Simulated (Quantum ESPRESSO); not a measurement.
# V (Im-3m) in Quantum ESPRESSO: single point with PBE+D3(BJ)

Aim: the single point of V with PBE+D3(BJ).

Program: Quantum ESPRESSO 7.5. These are calculated values, not measurements. Logs are shortened: lines on timing, memory, paths and dates and some standing lists are left out, and cuts for length are marked.

### Step 1. The crystal as given

The structure is cubic, space group Im-3m (No. 229). The conventional cell has a = 3.029 Å, b = 3.029 Å, c = 3.029 Å, α = 90.00°, β = 90.00°, γ = 90.00°. V (site symmetry m-3m) is surrounded by 8 V at 2.62 Å.

### Step 2. Single point, PBE+D3(BJ), collinear spin, ferromagnetic start

File pw.in:

```
&CONTROL
  calculation = 'scf'
  prefix = 'pwscf'
  outdir = './tmp'
  pseudo_dir = './pseudo'
  tprnfor = .true.
  tstress = .true.
  disk_io = 'nowf'
/
&SYSTEM
  space_group = 229
  A = 3.0287
  nat = 1
  ntyp = 1
  ecutwfc = 70
  nbnd = 15
  occupations = 'smearing'
  smearing = 'gaussian'
  degauss = 0.00734986
  nspin = 2
  starting_magnetization(1) = 0.1538
  vdw_corr = 'grimme-d3'
  dftd3_version = 4
/
&ELECTRONS
  conv_thr = 2d-10
  electron_maxstep = 120
  mixing_beta = 0.3
/
ATOMIC_SPECIES
V     50.9415 V_ONCV_PBE-1.2.upf
ATOMIC_POSITIONS crystal_sg
V      0.0000000000    0.0000000000    0.0000000000
K_POINTS automatic
12 12 12 0 0 0
```

Potentials or basis: SG15 PBE 1.2.

Launch:

```console
OMP_NUM_THREADS=1 pw.x -in pw.in > pw.out
```

pw.out:

```text
This program is part of the open-source Quantum ESPRESSO suite
     for quantum simulation of materials; please cite
[... 6 lines left out ...]
     --------------------
     sticks:   dense  smooth     PW     G-vecs:    dense   smooth      PW
     Sum         523     523    169                 7419     7419    1409

     Using Slab Decomposition

     bravais-lattice index     =            3
     lattice parameter (alat)  =       5.7234  a.u.
     unit-cell volume          =      93.7423 (a.u.)^3
     number of atoms/cell      =            1
     number of atomic types    =            1
     number of electrons       =        13.00
     number of Kohn-Sham states=           15
     kinetic-energy cutoff     =      70.0000  Ry
     charge density cutoff     =     280.0000  Ry
     scf convergence threshold =      2.0E-10
     mixing beta               =       0.3000
     number of iterations used =            8  plain     mixing
     Exchange-correlation= PBE
                           (   1   4   3   4   0   0   0)

     celldm(1)=   5.723414  celldm(2)=   0.000000  celldm(3)=   0.000000
     celldm(4)=   0.000000  celldm(5)=   0.000000  celldm(6)=   0.000000

     crystal axes: (cart. coord. in units of alat)
               a(1) = (   0.500000   0.500000   0.500000 )
               a(2) = (  -0.500000   0.500000   0.500000 )
               a(3) = (  -0.500000  -0.500000   0.500000 )

     reciprocal axes: (cart. coord. in units 2 pi/alat)
               b(1) = (  1.000000  0.000000  1.000000 )
               b(2) = ( -1.000000  1.000000  0.000000 )
               b(3) = (  0.000000 -1.000000  1.000000 )

     PseudoPot. # 1 for V  read from file:
     V_ONCV_PBE-1.2.upf
     Pseudo is Norm-conserving, Zval = 13.0
     Generated using ONCVPSP code by D. R. Hamann
     Using radial grid of  602 points,  6 beta functions with:
                l(1) =   0
                l(2) =   0
                l(3) =   1
                l(4) =   1
                l(5) =   2
                l(6) =   2

     atomic species   valence    mass     pseudopotential
     V                13.00    50.94150     V ( 1.00)

     Starting magnetic structure
     atomic species   magnetization
     V               0.154

     48 Sym. Ops., with inversion, found

   Cartesian axes

     site n.     atom                  positions (alat units)
         1        V      tau(   1) = (   0.0000000   0.0000000   0.0000000  )

     --------------------------------------------
     DFT-D3 Dispersion Correction (3-body terms):
     --------------------------------------------
       Reference C6 values for interpolation:

         atom   Coordination number   C6
         V          0.000          2232.20
         V          1.914           580.29
         V          2.911           538.67

       Values used:

         atom   Coordination number  R0_AB[au]  C6      C8
         V         12.600            3.516    538.67  59684.75

         Molecular C6 ( Ry / a.u.^6 ) =       538.67

     number of k points=    72  Gaussian smearing, width (Ry)=  0.0073
                       cart. coord. in units 2pi/alat
        k(    1) = (   0.0000000   0.0000000   0.0000000), wk =   0.0005787
        k(    2) = (   0.0000000  -0.0833333   0.0833333), wk =   0.0069444
        k(    3) = (   0.0000000  -0.1666667   0.1666667), wk =   0.0069444
        k(    4) = (   0.0000000  -0.2500000   0.2500000), wk =   0.0069444
        k(    5) = (   0.0000000  -0.3333333   0.3333333), wk =   0.0069444
        k(    6) = (   0.0000000  -0.4166667   0.4166667), wk =   0.0069444
[... 64 lines left out ...]
        k(   71) = (   0.0000000   0.9166667  -0.0833333), wk =   0.0069444
        k(   72) = (   0.0000000   0.0000000  -1.0000000), wk =   0.0005787

     Dense  grid:     7419 G-vectors     FFT dimensions: (  27,  27,  27)

     Generating pointlists ...
     new r_m :   0.3572 (alat units)  2.0446 (a.u.) for type    1

     Initial potential from superposition of free atoms

     starting charge      12.9150, renormalised to      13.0000
     Starting wfcs are random

     Self-consistent Calculation

     iteration #  1     ecut=    70.00 Ry     beta= 0.30
     Davidson diagonalization with overlap
     ethr =  1.00E-02,  avg # of iterations =  8.0

     total energy              =    -142.24958564 Ry
     estimated scf accuracy    <       0.14839958 Ry

     total magnetization       =     0.81 Bohr mag/cell
     absolute magnetization    =     0.81 Bohr mag/cell

     iteration #  2     ecut=    70.00 Ry     beta= 0.30
     Davidson diagonalization with overlap
     ethr =  1.14E-03,  avg # of iterations =  1.3

     total energy              =    -142.27090057 Ry
     estimated scf accuracy    <       0.02559929 Ry

     total magnetization       =     0.77 Bohr mag/cell
     absolute magnetization    =     0.77 Bohr mag/cell

     iteration #  3     ecut=    70.00 Ry     beta= 0.30
     Davidson diagonalization with overlap
     ethr =  1.97E-04,  avg # of iterations =  1.7

     total energy              =    -142.27969216 Ry
     estimated scf accuracy    <       0.00825589 Ry

     total magnetization       =     0.67 Bohr mag/cell
     absolute magnetization    =     0.67 Bohr mag/cell

     iteration #  4     ecut=    70.00 Ry     beta= 0.30
     Davidson diagonalization with overlap
     ethr =  6.35E-05,  avg # of iterations =  1.4

     total energy              =    -142.28191901 Ry
     estimated scf accuracy    <       0.00014247 Ry

     total magnetization       =     0.46 Bohr mag/cell
     absolute magnetization    =     0.46 Bohr mag/cell

     iteration #  5     ecut=    70.00 Ry     beta= 0.30
     Davidson diagonalization with overlap
     ethr =  1.10E-06,  avg # of iterations =  2.9

     total energy              =    -142.28202450 Ry
     estimated scf accuracy    <       0.00006904 Ry

     total magnetization       =     0.46 Bohr mag/cell
     absolute magnetization    =     0.46 Bohr mag/cell

     iteration #  6     ecut=    70.00 Ry     beta= 0.30
     Davidson diagonalization with overlap
     ethr =  5.31E-07,  avg # of iterations =  1.2

     total energy              =    -142.28200158 Ry
     estimated scf accuracy    <       0.00003101 Ry

     total magnetization       =     0.39 Bohr mag/cell
     absolute magnetization    =     0.39 Bohr mag/cell

     iteration #  7     ecut=    70.00 Ry     beta= 0.30
     Davidson diagonalization with overlap
     ethr =  2.39E-07,  avg # of iterations =  1.0

     total energy              =    -142.28208124 Ry
     estimated scf accuracy    <       0.00004401 Ry

     total magnetization       =     0.43 Bohr mag/cell
     absolute magnetization    =     0.43 Bohr mag/cell

     iteration #  8     ecut=    70.00 Ry     beta= 0.30
     Davidson diagonalization with overlap
     ethr =  2.39E-07,  avg # of iterations =  1.7

     total energy              =    -142.28136165 Ry
     estimated scf accuracy    <       0.00002807 Ry

     total magnetization       =     0.35 Bohr mag/cell
     absolute magnetization    =     0.35 Bohr mag/cell

     iteration #  9     ecut=    70.00 Ry     beta= 0.30
     Davidson diagonalization with overlap
     ethr =  2.16E-07,  avg # of iterations =  2.0

     total energy              =    -142.28228223 Ry
     estimated scf accuracy    <       0.00000170 Ry

     total magnetization       =     0.11 Bohr mag/cell
     absolute magnetization    =     0.11 Bohr mag/cell

     iteration # 10     ecut=    70.00 Ry     beta= 0.30
     Davidson diagonalization with overlap
     ethr =  1.31E-08,  avg # of iterations =  2.0

     total energy              =    -142.28252877 Ry
     estimated scf accuracy    <       0.00000027 Ry

     total magnetization       =    -0.00 Bohr mag/cell
     absolute magnetization    =     0.00 Bohr mag/cell

     iteration # 11     ecut=    70.00 Ry     beta= 0.30
     Davidson diagonalization with overlap
     ethr =  2.07E-09,  avg # of iterations =  2.0

     total energy              =    -142.28249857 Ry
     estimated scf accuracy    <       0.00000012 Ry

     total magnetization       =     0.00 Bohr mag/cell
     absolute magnetization    =     0.00 Bohr mag/cell

     iteration # 12     ecut=    70.00 Ry     beta= 0.30
     Davidson diagonalization with overlap
     ethr =  8.93E-10,  avg # of iterations =  3.0

     total energy              =    -142.28247586 Ry
     estimated scf accuracy    <       0.00000039 Ry

     total magnetization       =    -0.04 Bohr mag/cell
     absolute magnetization    =     0.04 Bohr mag/cell

     iteration # 13     ecut=    70.00 Ry     beta= 0.30
     Davidson diagonalization with overlap
     ethr =  8.93E-10,  avg # of iterations =  3.0

     total energy              =    -142.28251446 Ry
     estimated scf accuracy    <       0.00000020 Ry

     total magnetization       =     0.02 Bohr mag/cell
     absolute magnetization    =     0.02 Bohr mag/cell

     iteration # 14     ecut=    70.00 Ry     beta= 0.30
     Davidson diagonalization with overlap
     ethr =  8.93E-10,  avg # of iterations =  2.0

     total energy              =    -142.28252923 Ry
     estimated scf accuracy    <          7.5E-09 Ry

     total magnetization       =    -0.01 Bohr mag/cell
     absolute magnetization    =     0.01 Bohr mag/cell

     iteration # 15     ecut=    70.00 Ry     beta= 0.30
     Davidson diagonalization with overlap
     ethr =  5.73E-11,  avg # of iterations =  1.0

     total energy              =    -142.28252876 Ry
     estimated scf accuracy    <          6.2E-09 Ry

     total magnetization       =    -0.01 Bohr mag/cell
     absolute magnetization    =     0.01 Bohr mag/cell

     iteration # 16     ecut=    70.00 Ry     beta= 0.30
     Davidson diagonalization with overlap
     ethr =  4.78E-11,  avg # of iterations =  2.0

     total energy              =    -142.28252935 Ry
     estimated scf accuracy    <          2.0E-09 Ry

     total magnetization       =    -0.01 Bohr mag/cell
     absolute magnetization    =     0.01 Bohr mag/cell

     iteration # 17     ecut=    70.00 Ry     beta= 0.30
     Davidson diagonalization with overlap
     ethr =  1.57E-11,  avg # of iterations =  1.5

     total energy              =    -142.28252929 Ry
     estimated scf accuracy    <          1.8E-09 Ry

     total magnetization       =    -0.01 Bohr mag/cell
     absolute magnetization    =     0.01 Bohr mag/cell

     iteration # 18     ecut=    70.00 Ry     beta= 0.30
     Davidson diagonalization with overlap
     ethr =  1.37E-11,  avg # of iterations =  2.0

     total energy              =    -142.28252917 Ry
     estimated scf accuracy    <          1.2E-09 Ry

     total magnetization       =    -0.00 Bohr mag/cell
     absolute magnetization    =     0.00 Bohr mag/cell

     iteration # 19     ecut=    70.00 Ry     beta= 0.30
     Davidson diagonalization with overlap
     ethr =  9.38E-12,  avg # of iterations =  2.2

     Magnetic moment per site  (integrated on atomic sphere of radius R)
     atom   1 (R=0.357)  charge= 11.3065  magn= -0.0001

     End of self-consistent calculation

     Number of k-points >= 100: set verbosity='high' to print the bands.

     the Fermi energy is    16.1281 ev

!    total energy              =    -142.28252938 Ry
     estimated scf accuracy    <          3.8E-11 Ry
     smearing contrib. (-TS)   =      -0.00081434 Ry
     internal energy E=F+TS    =    -142.28171504 Ry

     The total energy is F=E-TS. E is the sum of the following terms:
     one-electron contribution =     -46.70906849 Ry
     hartree contribution      =      28.88154932 Ry
     xc contribution           =     -16.95212793 Ry
     ewald contribution        =    -107.45867855 Ry
     DFT-D3 Dispersion         =      -0.04338939 Ry

     total magnetization       =    -0.00 Bohr mag/cell
     absolute magnetization    =     0.00 Bohr mag/cell

     convergence has been achieved in  19 iterations

     Forces acting on atoms (cartesian axes, Ry/au):

     atom    1 type  1   force =     0.00000000    0.00000000    0.00000000

     Total force =     0.000000     Total SCF correction =     0.000000

     Computing stress (Cartesian axis) and pressure

          total   stress  (Ry/bohr**3)                   (kbar)     P=     -117.99
  -0.00080207   0.00000000  -0.00000000         -117.99        0.00       -0.00
   0.00000000  -0.00080207   0.00000000            0.00     -117.99        0.00
  -0.00000000   0.00000000  -0.00080207           -0.00        0.00     -117.99

=------------------------------------------------------------------------------=
   JOB DONE.
=------------------------------------------------------------------------------=
```

Run time: 30 s. Hardware: 1 thread of INTEL XEON PLATINUM 8581C at 2.30GHz (Emerald Rapids), shared host; peak memory 0.09 GiB.

What came out:

| Item | Value |
| --- | --- |
| Free energy | -1935.8524 eV |
| Pressure | -11.8 GPa |
| Band gap on the k mesh | none (metal or under the smearing width) |
| Net moment | 0.00 μB per cell |
| Absolute moment | 0.00 μB per cell |
| Valence electrons inside the program's atomic spheres | V 11.31 |

Levels at points of the mesh, in eV from the Fermi level:
Spin up:
```
              k point  band 4  band 5  band 6  band 7  band 8  band 9
   (0.00, 0.00, 0.00)  -37.10   -6.53    0.42    0.42    0.42    2.36
  (0.00, 0.00, -0.50)  -37.11   -3.07   -1.06    1.52    2.36    2.70
(-0.50, -0.50, -0.50)  -37.66   -2.86   -2.86    3.61    3.61    3.61
```
Spin down:
```csv
k point,band 2,band 3,band 4,band 5,band 6,band 7,band 8,band 9,band 10,band 11
"(0.00, 0.00, 0.00)",-37.10,-37.10,-37.10,-6.53,0.42,0.42,0.42,2.36,2.36,20.47
"(0.00, 0.00, -0.50)",-37.92,-37.36,-37.11,-3.07,-1.06,1.52,2.36,2.70,3.99,9.80
"(-0.50, -0.50, -0.50)",-37.66,-37.66,-37.66,-2.86,-2.86,3.61,3.61,3.61,9.94,9.94
```

Caveat: pairwise dispersion overbinds metals, which lowers pressure and volume.

### Step 3. The reference run

An earlier run on the cell as given: functional PBEsol; potentials or basis GBRV 1.5 PBEsol; cutoff 612 eV; density cutoff 4898 eV; k mesh 12 × 12 × 12; occupations fermi-dirac, width 0.05 eV; collinear spin, ferromagnetic start; starting moments [2.0] μB.

* Pressure: -12.2 GPa
* Band gap on the k mesh: none (metal or under the smearing width)
* Net moment: 0.00 μB per cell
* Absolute moment: 0.00 μB per cell
* Valence electrons inside the program's atomic spheres: V 11.31
